Q: I have eight zincblende crystals, each computed with two density functionals, and the heads don't say how the functionals differ. Can the numbers tell me?

Zincblende type, space group F-43m (216); same groups of the periodic table, sites A = 4 atoms with 4 neighbours, B = 4 atoms with 4 neighbours. Plane-wave PAW relaxations with two functionals.

| formula | distinct smearing widths among the runs behind the row (eV) | distinct k-meshes among the runs behind the row | element on site A | Z A | element on site B | Z B | k mesh | smearing width | volume, functional 1 (Å³) | volume, functional 2 (Å³) | energy over elements, functional 1 (eV/atom) | energy over elements, functional 2 (eV/atom) | band gap on mesh, functional 1 (eV) | bulk modulus, functional 1 (GPa) | volume change, second over first less one (%) |
| --- | --- | --- | --- | --- | --- | --- | --- | --- | --- | --- | --- | --- | --- | --- | --- |
| BN | 0.02 | 12x12x12 | B | 5 | N | 7 | 12×12×12 | 0.02 eV | 5.95 | 5.86 | -1.174 | -1.348 | 4.463 | 371 | -1.5 |
| BP | 0.02 | 10x10x10 / 8x8x6 | B | 5 | P | 15 | 10×10×10 | 0.02 eV | 11.76 | 11.54 | -0.429 | -0.442 | n/a | n/a | -1.8 |
| BAs | 0.02 | 10x10x10 | B | 5 | As | 33 | 10×10×10 | 0.02 eV | 13.90 | 13.55 | -0.027 | -0.039 | 1.204 | 131 | -2.5 |
| GaN | 0.02 | 10x10x10 | Ga | 31 | N | 7 | 10×10×10 | 0.02 eV | 11.76 | 11.38 | -0.437 | -0.581 | 1.541 | 172 | -3.3 |
| GaSb | 0.1 | 12x12x12 / 8x8x11 | Ga | 31 | Sb | 51 | 12×12×12 | 0.1 eV | 29.99 | 28.53 | -0.166 | -0.123 | 0.000 | 44.7 | -4.9 |
| InP | 0.02 | 10x10x10 / 8x8x8 | In | 49 | P | 15 | 10×10×10 | 0.02 eV | 26.46 | 25.39 | -0.245 | -0.211 | 0.441 | 59.3 | -4.1 |
| InAs | 0.1 | 12x12x12 | In | 49 | As | 33 | 12×12×12 | 0.1 eV | 29.62 | 28.19 | -0.244 | -0.200 | n/a | n/a | -4.8 |
| InSb | 0.1 / 0.15 | 12x12x12 / 16x16x16 | In | 49 | Sb | 51 | 12×12×12 | 0.1 eV | 36.51 | 34.64 | -0.128 | -0.080 | 0.000 | 36.7 | -5.1 |

A: They can take you most of the way. Start with the sign of the volume change: what do all the rows share?

Q: Every crystal is smaller with the second functional. BN shrinks by 1.5% and InSb by 5.1%, so perhaps the second functional just squeezes everything, and soft crystals give way more.

A: Softness is part of it. But GaN is stiffer than BAs, 172 against 131 GPa, and still shrinks more. If the change acted like one outside pressure, that pressure would be the same in every row. To first order, the contraction of BN corresponds to 5.6 GPa and that of InSb to only 1.9 GPa, or 2.2 GPa if InSb is allowed to stiffen as it shrinks.

Q: Then what stays the same, if the pressure doesn't?

A: Think of each atom and its contact with its neighbours. Suppose that stretching the crystal by a given fraction of its volume costs a fixed extra energy per atom under the second functional. A large atom spreads that energy over more volume, so the equivalent pressure is lower.

Let $V$ be the volume per atom and $B$ the bulk modulus, both with functional 1, and let $x$ be the relative change of volume. The first functional resists the change with an energy $\tfrac12 BVx^2$ per atom. The second adds $wx$, where $w$ is the extra energy per unit of relative stretch. The sum is lowest at

$$x=-\frac{w}{BV}.$$

Q: Does one $w$ serve for all the rows?

A: For the Ga and In compounds it nearly does. I fitted one constant to the four of them that have a bulk modulus and got $w=0.41$ eV per atom. For InSb, which was part of the fit, and with 1 eV/Å³ equal to 160.2 GPa,

$$BV=\frac{36.7\times36.51}{160.2}\ \text{eV}=8.4\ \text{eV},\qquad x=-\frac{0.41}{8.4}=-4.9\%.$$

The table has −5.1%. A constant pressure fitted to the same four rows gives GaN a contraction of only 1.2%, where the table has 3.3%. The printed analysis after this exchange shows both fits. Two cautions. The formula ignores stiffening, so 0.41 eV is an effective value: the 2.2 GPa of stiffened InSb corresponds to 0.50 eV. And four rows can't single out this form, since the contraction in the table also grows fairly steadily with the atomic numbers of the two elements.

Q: And the boron compounds?

A: There the constant fails. It predicts a contraction of 3.0% for BN, twice the computed one, and it is also too large for BAs. I had left them out of the fit because boron has no filled d shell beneath its valence electrons, while Ga and In do. That shell may be why $w$ is larger for Ga and In, but this is a guess: the arsenic in BAs has such a shell too, and $w$ is still small there.

Q: An extra energy that pulls neighbours together sounds like a dispersion correction. Couldn't the second functional be the first one plus van der Waals attraction?

A: From the volumes alone, it could. The band gaps help, because a correction summed over pairs of atoms moves the atoms but leaves the electron levels at a fixed volume where they were. So compare the gaps at equal volume. Compressing BN to its smaller volume with functional 1 gives a gap of 4.48 eV, yet functional 2 gives 4.30 eV there.

Q: In GaN the second functional gives the larger gap, though: 1.70 eV instead of 1.54 eV.

A: That rise comes from the compression. Functional 1 at the smaller volume would give 1.75 eV, so here too the second functional lowers the gap. BAs and InP show the same sign. The change therefore reaches the electrons themselves, through the exchange-correlation energy. That rules out a pairwise correction alone, though not a van der Waals term built into the functional.

Q: Which part of that energy would favour smaller crystals?

A: Consider two limits. In a perfectly even electron gas, a functional that depends on the density and its gradient has only the density to work with. Between atoms that are being pulled apart, the density becomes thin and changes quickly, and the gradient term matters most. That term lowers the exchange energy where the density is uneven, so it rewards stretching. Weaken it, and the crystal contracts.

Q: Or remove it altogether?

A: That is the local density approximation, and it gives the same sign. If functional 1 is a standard gradient functional, I would expect full removal to shrink these crystals clearly more than the table shows, so a weakened gradient term is the likelier reading. These runs don't test that expectation. The table can't choose between several functionals built on that idea.

Zincblende type, space group F-43m (216); same groups of the periodic table, sites A = 4 atoms, B = 4 atoms. Each row is a crystal relaxed at this level, keeping the symmetry of its start (a database cell or a prototype). Ansatz 0.2.0, plane-wave PAW, scalar-relativistic; cutoff 420 eV; no spin polarisation; Gaussian smearing.

Q: What are the two functionals called?

A: Functional 1 is PBE and functional 2 is PBEsol. Both ran on atomic datasets made for PBE, which may shift the PBEsol volumes a little.

Q: So PBEsol is PBE with a smaller gradient term?

A: In essence. Its gradient coefficient for exchange is a little more than half that of PBE. The gradient term of correlation is reduced as well, which offsets part of the effect. Both functionals treat an even electron gas alike; they differ wherever the density is uneven, most of all inside the atoms. Only the part that changes with bond length moves the volume, and it is expected to come from the valence region and its overlap with the outer core shells. This mechanism is theory: the table shows its consequences, not the energy region by region.

Q: If PBEsol favours contact between atoms, why doesn't it make every compound more stable against its elements?

A: Because the elements gain from contact too. A nitrogen atom has one close neighbour in N₂ and four in the crystal, so the nitride gains more than the molecule. The energy over the elements drops by 0.17 eV per atom in BN and by 0.14 in GaN. Indium metal is packed more densely than open zincblende, so in InSb the elements gain more and the compound loses 0.05 eV per atom. BP and BAs hardly change. The table lacks the separate energies of the elements, so this account is argued from their structures.

Q: I work on layered InAs and GaSb for infrared detectors. Does a shift of almost 5% in volume spoil the lattice match?

A: Not if both layers are computed with the same functional. GaSb then has a lattice constant 0.4% larger than InAs, with PBE and with PBEsol alike, because both crystals shrink by nearly the same fraction. Take GaSb from PBE and InAs from PBEsol, and the mismatch becomes 2.1%, most of it a false strain. Don't carry the gaps over to the device, however: both functionals give these two crystals none, while the real ones are semiconductors.

Q: And for another compound, how would I guess the size of the shift?

A: Multiply its PBE bulk modulus by its PBE volume per atom. For a zincblende compound of Ga or In, 0.41 eV divided by that energy is a fair first guess of the relative contraction from PBE to PBEsol, so a smaller product means a larger shift. For a compound of boron, expect clearly less than this formula gives.

Numerical output:

```
Setting 2 against setting 1:
   row  contraction in %  equivalent pressure in GPa  energy w in eV per atom  change of energy over elements in eV per atom
    BN             1.513                       5.612                   0.2084                                         -0.174
    BP             1.871                         n/a                      n/a                                         -0.013
   BAs             2.518                       3.299                   0.2862                                         -0.012
   GaN             3.231                       5.558                   0.4079                                         -0.144
  GaSb             4.868                       2.176                   0.4073                                          0.043
   InP             4.044                       2.398                    0.396                                          0.034
  InAs             4.828                         n/a                      n/a                                          0.044
  InSb             5.122                        1.88                   0.4283                                          0.048
fit of shrink on 4 rows (Z_A > 5): coefficient of invB 2.149 +/- 0.31; rms 1.08, worst GaN -1.98, leave-one-out rms 1.26
  rows outside the fit (model, value, miss): BN 0.5792, 1.513, -0.933; BAs 1.64, 2.518, -0.878
fit of shrink on 4 rows (Z_A > 5): coefficient of invBV 0.4115 +/- 0.0071; rms 0.131, worst InSb -0.202, leave-one-out rms 0.184
  rows outside the fit (model, value, miss): BN 2.986, 1.513, 1.47; BAs 3.62, 2.518, 1.1
Equivalent pressure of InSb with stiffening on compression, GPa: 2.199
Gap of BN under setting 1 at the volume of setting 2, eV: 4.479
Gap of GaN under setting 1 at the volume of setting 2, eV: 1.753
Change of gap at equal volume in BN, eV: -0.1811
Change of gap at equal volume in BAs, eV: -0.09814
Change of gap at equal volume in GaN, eV: -0.05166
Change of gap at equal volume in InP, eV: -0.09963
Gradient coefficient of exchange, setting 2 over setting 1: 0.5612
Lattice constant of GaSb over InAs less one, setting 1, %: 0.4147
Lattice constant of GaSb over InAs less one, setting 2, %: 0.4004
The same with GaSb from setting 1 and InAs from setting 2, %: 2.085
```
